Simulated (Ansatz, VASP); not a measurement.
One calculation of HfO2, two programs

```xyz
3
Lattice="0.0000 2.2698 2.5575 2.5575 0.0000 2.5575 2.5575 2.2698 0.0000" Properties=species:S:1:pos:R:3 pbc="T T T"
Hf    0.0000    0.0000    0.0000
O     1.2788    1.1349    1.2788
O     3.8363    3.4047    3.8363
```

Change from the starting cell: strain -0.1125 x Voigt [0, 1, 0, 0, 0, 0], atoms carried along.

Alike in both runs: task single point; functional PBE; k mesh 8 × 8 × 8; occupations gaussian, width 0.05 eV; no spin polarisation.

|  | VASP | Ansatz |
| --- | --- | --- |
| version | VASP 6.6.1 | Ansatz 0.2.0 |
| potentials or method | VASP PAW PBE potentials, release 64 (Hf_pv, O) | scalar-relativistic, plane waves, PAW |
| plane-wave cutoff (eV) | 520 | 420 |
| valence electrons in the cell | 22 | 38 |

```csv
,VASP,Ansatz,Ansatz less VASP
gap on the k mesh at the Fermi level (eV),2.17,2.17,+0.003
least direct gap on the mesh (eV),2.64,2.65,+0.006
pressure (GPa),29.9,34.5,+4.59
largest component of the traceless stress (GPa),42.68,41.89,-0.798
```

The two sets of potentials don't hold the same shells in valence.

Caveats: so large a pressure means that the cell lies far from this level's equilibrium, or that cutoff or potentials fall short (VASP); spin-orbit coupling is left out, which moves the levels of the heavy elements. A k mesh can miss the band edges.
